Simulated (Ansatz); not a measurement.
AlRu under changes of volume

One of the cells (13.387 Å³/atom); the others are scaled copies at fixed shape and fractional positions:

```xyz
2
Lattice="2.9916 0.0000 0.0000 0.0000 2.9916 0.0000 0.0000 0.0000 2.9916" Properties=species:S:1:pos:R:3 pbc="T T T"
Ru    1.4958    1.4958    1.4958
Al    0.0000    0.0000    0.0000
```

- Program: Ansatz 0.2.0
- Functional: LDA
- Potentials or basis: Ansatz PAW
- Cutoff: 420 eV (not typed: the program's choice for these potentials)
- k mesh: 9 × 9 × 9
- Occupations: fermi-dirac, width 0.05 eV
- Spin: no spin polarisation

```tsv
volume (Å³/atom)	energy over the lowest point (meV/atom)	pressure (GPa)
12.584	?	?
12.851	0.00	0.6
13.119	3.06	-4.0
13.387	13.44	-8.2
13.655	30.36	-11.9
13.922	53.14	-15.2
14.190	81.13	-18.1
```

What does the run at 12.584 Å³/atom give?

Energy over the lowest point 5.12 meV/atom; pressure 5.8 GPa.

Worked out: A Birch-Murnaghan fit of order 3 (a polynomial in V^(-2/3)) to the other rows has its minimum at 12.88 Å³/atom with B0 = V·E''(V) = 233 GPa and B' = 4.4. It gives 5.15 meV/atom at 12.584 Å³/atom, against the run's 5.12, and -dE/dV = 5.7 GPa, against 5.8.

Energies are extrapolated to zero smearing.

Caveats: the PAW data sets come from PBE, with cores solved anew for the run's functional, which leaves a small shift of forces and pressure.
